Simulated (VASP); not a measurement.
# CdTe (F-43m) in VASP: settings compared, part 2 of 2

VASP 6.6.1.

**4. Electric field gradients, r2SCAN**

POSCAR

```
CdTe
1.0
    0.0000000000      3.2050000000      3.2050000000
    3.2050000000      0.0000000000      3.2050000000
    3.2050000000      3.2050000000      0.0000000000
Cd Te
1 1
Direct
    0.0000000000      0.0000000000      0.0000000000
    0.7500000000      0.7500000000      0.7500000000
```

INCAR.step1

```
SYSTEM = CdTe
ALGO     = Normal         ! electronic algorithm
EDIFF    = 1E-4           ! SCF threshold, eV
ENCUT    = 520            ! plane-wave cutoff, eV
GGA      = PE             ! functional
ISMEAR   = -1             ! smearing method
LASPH    = .TRUE.         ! aspherical terms in the spheres
LCHARG   = .FALSE.        ! write CHGCAR
LREAL    = .FALSE.        ! projectors in reciprocal space
LWAVE    = .TRUE.         ! write WAVECAR
NBANDS   = 16             ! bands
NELM     = 60             ! most SCF steps
PREC     = Accurate       ! precision mode
SIGMA    = 0.08           ! smearing width, eV
```

INCAR.step2

```
SYSTEM = CdTe
ALGO     = Normal         ! electronic algorithm
EDIFF    = 1E-8           ! SCF threshold, eV
ENCUT    = 520            ! plane-wave cutoff, eV
ISIF     = 2              ! what is computed and relaxed
ISMEAR   = -1             ! smearing method
ISTART   = 1            
LASPH    = .TRUE.         ! aspherical terms in the spheres
LCHARG   = .FALSE.        ! write CHGCAR
LEFG     = .TRUE.       
LMIXTAU  = .TRUE.       
LREAL    = .FALSE.        ! projectors in reciprocal space
LWAVE    = .FALSE.        ! write WAVECAR
METAGGA  = R2SCAN         ! meta-GGA
NBANDS   = 16             ! bands
NELM     = 60             ! most SCF steps
PREC     = Accurate       ! precision mode
SIGMA    = 0.08           ! smearing width, eV
```

KPOINTS

```
k-points
0
G
  10 10 10
  0 0 0
```

Potentials or basis: VASP PAW PBE potentials, release 64 (Cd, Te).

Launch:

```console
cat potpaw_PBE.64/Cd/POTCAR potpaw_PBE.64/Te/POTCAR > POTCAR
cp INCAR.step1 INCAR
mpirun -np 1 vasp_std > vasp.out
cp INCAR.step2 INCAR
mpirun -np 1 vasp_std > vasp.out
```

OUTCAR:

```text
SYSTEM = CdTe
   EDIFF = 1E-8
   ENCUT = 520
   ISIF = 2
   ISMEAR = -1
   ISTART = 1
   LASPH = .TRUE.
   LREAL = .FALSE.
   METAGGA = R2SCAN
   NELM = 60
   PREC = Accurate

 ion  position               nearest neighbor table
   1  0.000  0.000  0.000-   2 2.78   2 2.78   2 2.78   2 2.78
   2  0.750  0.750  0.750-   1 2.78   1 2.78   1 2.78   1 2.78

  LATTYP: Found a face centered cubic cell.
 ALAT       =     6.4100000000

  Lattice vectors:

 A1 = (   0.0000000000,   3.2050000000,   3.2050000000)
 A2 = (   3.2050000000,   0.0000000000,   3.2050000000)
[... 669 lines left out ...]
  free  energy   TOTEN  =       -46.5981957891 eV

  energy  without entropy=      -46.5981938319  energy(sigma->0) =      -46.59819481

 Electric field gradients (V/A^2)
---------------------------------------------------------------------
 ion       V_xx      V_yy      V_zz      V_xy      V_xz      V_yz
---------------------------------------------------------------------
   1       0.000    -0.000    -0.000     0.001     0.001     0.001
   2      -0.000    -0.000     0.000    -0.000    -0.000    -0.000
---------------------------------------------------------------------

 Electric field gradients after diagonalization (V/A^2)
 (convention: |V_zz| > |V_xx| > |V_yy|)
----------------------------------------------------------------------
 ion       V_xx      V_yy      V_zz     asymmetry (V_yy - V_xx)/ V_zz
----------------------------------------------------------------------
   1      -0.001    -0.001     0.002       0.000
   2       0.000     0.000    -0.000       0.000
----------------------------------------------------------------------

           NMR quadrupolar parameters

 Cq : quadrupolar parameter    Cq=e*Q*V_zz/h
 eta: asymmetry parameters     (V_yy - V_xx)/ V_zz
 Q  : nuclear electric quadrupole moment in mb (millibarn)
----------------------------------------------------------------------
 ion       Cq(MHz)       eta       Q (mb)
----------------------------------------------------------------------
   1       0.000       0.000       1.000
   2      -0.000       0.000       1.000
----------------------------------------------------------------------
```

OSZICAR.step1:

```text
N       E                     dE             d eps       ncg     rms          rms(c)
DAV:   1     0.102348903253E+03    0.10235E+03   -0.83430E+03  1520   0.978E+02
DAV:   2    -0.140216868218E+01   -0.10375E+03   -0.98693E+02  1816   0.240E+02
DAV:   3    -0.492125409417E+01   -0.35191E+01   -0.35139E+01  1792   0.459E+01
DAV:   4    -0.495479157445E+01   -0.33537E-01   -0.33536E-01  2280   0.390E+00
DAV:   5    -0.495485856926E+01   -0.66995E-04   -0.66994E-04  1864   0.171E-01    0.603E+00
DAV:   6    -0.474203506051E+01    0.21282E+00   -0.36854E-01  1784   0.753E+00    0.485E+00
DAV:   7    -0.472631404772E+01    0.15721E-01   -0.11267E-01  1768   0.220E+00    0.180E+00
DAV:   8    -0.472712756872E+01   -0.81352E-03   -0.11514E-02  1688   0.124E+00    0.490E-01
DAV:   9    -0.472741973792E+01   -0.29217E-03   -0.96616E-04  1848   0.340E-01    0.119E-01
DAV:  10    -0.472747456766E+01   -0.54830E-04   -0.10591E-04  1480   0.103E-01
   1 F= -.47274746E+01 E0= -.47274581E+01  d E =-.329953E-04
```

Run time: 2 min. Hardware: 1 thread of Intel Xeon Platinum 8559C (Emerald Rapids), shared host; peak memory 0.25 GiB.

Results:

- Free energy: -46.5982 eV
- Pressure: 3.4 GPa
- Band gap on the k mesh: 1.38 eV, direct

Levels at points of the mesh, in eV from the valence-band top:
```tsv
k point	band 7	band 8	band 9	band 10	band 11	band 12
(0.00, 0.00, 0.00)	0.00	0.00	0.00	1.38	5.00	5.00
(0.50, 0.00, 0.00)	-4.70	-0.84	-0.84	2.27	5.57	5.57
(0.50, 0.50, 0.00)	-4.53	-2.03	-2.03	2.81	2.97	9.67
```

Caveat: without QUAD_EFG the Cq values of the log hold for a quadrupole moment of 1 mb, not for the nuclei; the PAW data sets were made with another functional, which shifts forces and pressure a little; spin-orbit coupling is left out, which moves the levels of the heavy elements. r2SCAN opens gaps a little over a GGA but as a rule still falls short of measured ones.

**5. Electric field gradients, PBEsol (functional pbesol, volume scaled by 0.96)**

INCAR

```
ALGO = Normal ; EDIFF = 1E-8
ENCUT = 400 ; GGA = PS
GGA_COMPAT = False ; ISIF = 2
ISMEAR = -1 ; LASPH = True
LCHARG = False ; LEFG = True
LREAL = False ; LWAVE = False
NBANDS = 16 ; NELM = 120
PREC = Accurate ; SIGMA = 0.08
```

KPOINTS

```
k-points
0
Gamma
  10 10 10
```

POSCAR

```
CdTe
1.0
    0.0000000000      3.1616838793      3.1616838793
    3.1616838793      0.0000000000      3.1616838793
    3.1616838793      3.1616838793      0.0000000000
Cd Te
1 1
Direct
    0.0000000000      0.0000000000      0.0000000000
    0.7500000000      0.7500000000      0.7500000000
```

Potentials or basis: VASP PAW PBE potentials, release 64 (Cd, Te).

Launch:

```console
cat potpaw_PBE.64/Cd/POTCAR potpaw_PBE.64/Te/POTCAR > POTCAR
mpirun -np 1 vasp_std > vasp.out
```

OUTCAR:

```text
EDIFF = 1E-8
   ENCUT = 400
   GGA = PS
   ISIF = 2
   ISMEAR = -1
   LASPH = True
   LREAL = False
   NELM = 120
   PREC = Accurate

 ion  position               nearest neighbor table
   1  0.000  0.000  0.000-   2 2.74   2 2.74   2 2.74   2 2.74
   2  0.750  0.750  0.750-   1 2.74   1 2.74   1 2.74   1 2.74

  LATTYP: Found a face centered cubic cell.
 ALAT       =     6.3233677586

  Lattice vectors:

 A1 = (   0.0000000000,   3.1616838793,   3.1616838793)
 A2 = (   3.1616838793,   0.0000000000,   3.1616838793)
 A3 = (   3.1616838793,   3.1616838793,   0.0000000000)

Analysis of symmetry for initial positions (statically):
[... 5 lines left out ...]
 face centered cubic supercell.

 Subroutine GETGRP returns: Found 24 space group operations
 (whereof 24 operations were pure point group operations)
 out of a pool of 48 trial point group operations.

The static configuration has the point symmetry T_d .

Analysis of symmetry for dynamics (positions and initial velocities):
[... 5 lines left out ...]
 face centered cubic supercell.

 Subroutine GETGRP returns: Found 24 space group operations
 (whereof 24 operations were pure point group operations)
 out of a pool of 48 trial point group operations.

The dynamic configuration has the point symmetry T_d .

 Subroutine INISYM returns: Found 24 space group operations
 (whereof 24 operations are pure point group operations),
 and found     1 'primitive' translations

----------------------------------------------------------------------------------------

                                     Primitive cell

  volume of cell :      63.2099

[... 135 lines left out ...]

 E-fermi :   3.4511     XC(G=0):  -9.1136

 val. band max:        2.9162321455   @ k =   0.0000   0.0000   0.0000
 cond. band min:       3.8000743165   @ k =   0.0000   0.0000   0.0000
 fundamental gap:      0.8838421709
 Fermi energy:         3.4510876199

 k-point     1 :       0.0000    0.0000    0.0000
  band No.  band energies     occupation
      1      -8.7528      2.00000
      2      -5.6277      2.00000
      3      -5.6277      2.00000
      4      -5.6277      2.00000
      5      -5.3028      2.00000
      6      -5.3028      2.00000
[... 433 lines left out ...]
      3      -5.4727      2.00000
      4      -5.4127      2.00000
      5      -5.2750      2.00000
      6      -5.0278      2.00000
[... 8 lines left out ...]
     15      13.5780      0.00000
     16      14.7937      0.00000

 [... further k-points ...]
[... 5 lines left out ...]
  --------------------------------------------------------------------------------------
  -------------------------------------------------------------------------------------
  Total        1.4878885      1.4878885      1.4878885     -0.0000000     -0.0000000      0.0000000
  in kB       37.7133968     37.7133968     37.7133968     -0.0000000     -0.0000000      0.0000000
  external PRESSURE =      37.7133968 kB  Pullay stress =       0.0000000 kB

 VOLUME and BASIS-vectors are now :
 -----------------------------------------------------------------------------
  energy-cutoff  :      400.00
  volume of cell :       63.21
      direct lattice vectors                 reciprocal lattice vectors
     0.000000000  3.161683879  3.161683879    -0.158143578  0.158143578  0.158143578
     3.161683879  0.000000000  3.161683879     0.158143578 -0.158143578  0.158143578
     3.161683879  3.161683879  0.000000000     0.158143578  0.158143578 -0.158143578

 POSITION                                       TOTAL-FORCE (eV/Angst)
 -----------------------------------------------------------------------------------
      0.00000      0.00000      0.00000        -0.000000     -0.000000     -0.000000
      4.74253      4.74253      4.74253         0.000000      0.000000      0.000000
 -----------------------------------------------------------------------------------
    total drift:                               -0.000000     -0.000000     -0.000000

  FREE ENERGIE OF THE ION-ELECTRON SYSTEM (eV)
  ---------------------------------------------------
  free  energy   TOTEN  =        -5.4260687475 eV

  energy  without entropy=       -5.4260398217  energy(sigma->0) =       -5.42605428

 Electric field gradients (V/A^2)
---------------------------------------------------------------------
 ion       V_xx      V_yy      V_zz      V_xy      V_xz      V_yz
---------------------------------------------------------------------
   1      -0.000    -0.000    -0.000     0.002     0.002     0.002
   2      -0.000     0.000     0.000     0.000     0.000     0.000
---------------------------------------------------------------------

 Electric field gradients after diagonalization (V/A^2)
 (convention: |V_zz| > |V_xx| > |V_yy|)
----------------------------------------------------------------------
 ion       V_xx      V_yy      V_zz     asymmetry (V_yy - V_xx)/ V_zz
----------------------------------------------------------------------
   1      -0.002    -0.002     0.003       0.000
   2      -0.000    -0.000     0.000       0.000
----------------------------------------------------------------------

           NMR quadrupolar parameters

 Cq : quadrupolar parameter    Cq=e*Q*V_zz/h
 eta: asymmetry parameters     (V_yy - V_xx)/ V_zz
 Q  : nuclear electric quadrupole moment in mb (millibarn)
----------------------------------------------------------------------
 ion       Cq(MHz)       eta       Q (mb)
----------------------------------------------------------------------
   1       0.000       0.000       1.000
   2       0.000       0.000       1.000
----------------------------------------------------------------------
```

OSZICAR:

```text
N       E                     dE             d eps       ncg     rms          rms(c)
DAV:   1     0.844412059724E+02    0.84441E+02   -0.73425E+03  1552   0.798E+02
DAV:   2    -0.288943458385E+01   -0.87331E+02   -0.83330E+02  1800   0.217E+02
DAV:   3    -0.565842498224E+01   -0.27690E+01   -0.27657E+01  1872   0.404E+01
DAV:   4    -0.568370570771E+01   -0.25281E-01   -0.25280E-01  2256   0.330E+00
DAV:   5    -0.568375397642E+01   -0.48269E-04   -0.48269E-04  1952   0.133E-01    0.646E+00
DAV:   6    -0.544641097883E+01    0.23734E+00   -0.43443E-01  1840   0.883E+00    0.521E+00
DAV:   7    -0.542705469390E+01    0.19356E-01   -0.11060E-01  1792   0.224E+00    0.199E+00
DAV:   8    -0.542607467242E+01    0.98002E-03   -0.11439E-02  1672   0.125E+00    0.526E-01
DAV:   9    -0.542603057370E+01    0.44099E-04   -0.74128E-04  1792   0.311E-01    0.140E-01
DAV:  10    -0.542605214487E+01   -0.21571E-04   -0.10476E-04  1856   0.917E-02    0.577E-02
DAV:  11    -0.542607121244E+01   -0.19068E-04   -0.45658E-05  1776   0.495E-02    0.435E-02
DAV:  12    -0.542606908771E+01    0.21247E-05   -0.42380E-06  1712   0.175E-02    0.217E-02
DAV:  13    -0.542606872150E+01    0.36621E-06   -0.10571E-06  1936   0.488E-03    0.540E-03
DAV:  14    -0.542606874223E+01   -0.20733E-07   -0.28198E-07  1776   0.437E-03    0.480E-03
DAV:  15    -0.542606874752E+01   -0.52878E-08   -0.36718E-08  1928   0.180E-03
   1 F= -.54260687E+01 E0= -.54260543E+01  d E =-.289258E-04
```

stdout:

```text
POSCAR found type information on POSCAR CdTe
 POSCAR found :  2 types and       2 ions
 scaLAPACK will be used
 -----------------------------------------------------------------------------
|                                                                             |
|                                                                             |
|     You enforced a specific xc type in the INCAR file but a different       |
|     I HOPE YOU KNOW WHAT YOU ARE DOING!                                     |
|                                                                             |
 -----------------------------------------------------------------------------

 LDA part: xc-table for (Slater+PW92), standard interpolation
 POSCAR, INCAR and KPOINTS ok, starting setup
 FFT: planning ... GRIDC
 FFT: planning ... GRID_SOFT
 FFT: planning ... GRID
 WAVECAR not read
 entering main loop
ion   1

ion   2
```

It took 17 s on 1 thread of Intel Xeon 6975P-C (Granite Rapids), shared host; peak memory 0.18 GiB.

What came out:

| Property | Result |
| --- | --- |
| Free energy | -5.4261 eV |
| Pressure | 3.8 GPa |
| Band gap on the k mesh | 0.88 eV, direct |

Caveat: without QUAD_EFG the Cq values of the log hold for a quadrupole moment of 1 mb, not for the nuclei; the PAW data sets were made with another functional, which shifts forces and pressure a little; spin-orbit coupling is left out, which moves the levels of the heavy elements.

**6. Overview**

```tsv
level	potentials or basis	cell	cutoff (eV)	gap on the mesh (eV)	pressure (GPa)
LDA	VASP PAW LDA potentials, release 64 (Cd, Te)	a = 4.533 Å, angles 60.0°, 2 atoms	520	0.65	0.2
PBEsol	VASP PAW PBE potentials, release 64 (Cd, Te)	a = 4.533 Å, angles 60.0°, 2 atoms	520	0.76	1.8
r2SCAN	VASP PAW PBE potentials, release 64 (Cd, Te)	a = 4.533 Å, angles 60.0°, 2 atoms	520	1.38	3.4
PBEsol	VASP PAW PBE potentials, release 64 (Cd, Te)	a = 4.471 Å, angles 60.0°, 2 atoms	400	0.88	3.8
```

Alike in all rows: task electric field gradients; no spin polarisation; k mesh 10 × 10 × 10; smearing fermi-dirac 0.08 eV.

Caveats: spin-orbit coupling is left out, which moves the levels of the heavy elements; the PAW data sets were made with another functional, which shifts forces and pressure a little (some runs).

Absolute energies hang on the potentials; compare differences alone.

**7. Comparison with measurements**

Step 2. A measured gap of CdTe is 1.607 eV (0 K; a printed reference work, data compilation); the calculated 0.65 eV misses it by -0.95 eV. Spin-orbit coupling on Cd, Te is left out. The value is that of LDA, without temperature or zero-point motion. Semilocal functionals fall short of measured gaps as a rule.

Step 3. Measured gap of CdTe: 1.607 eV (0 K; a printed reference work, data compilation). This calculation gives 0.76 eV (-0.85 eV). Spin-orbit coupling on Cd, Te is left out. The value is that of PBEsol, without temperature or zero-point motion. Semilocal functionals fall short of measured gaps as a rule.
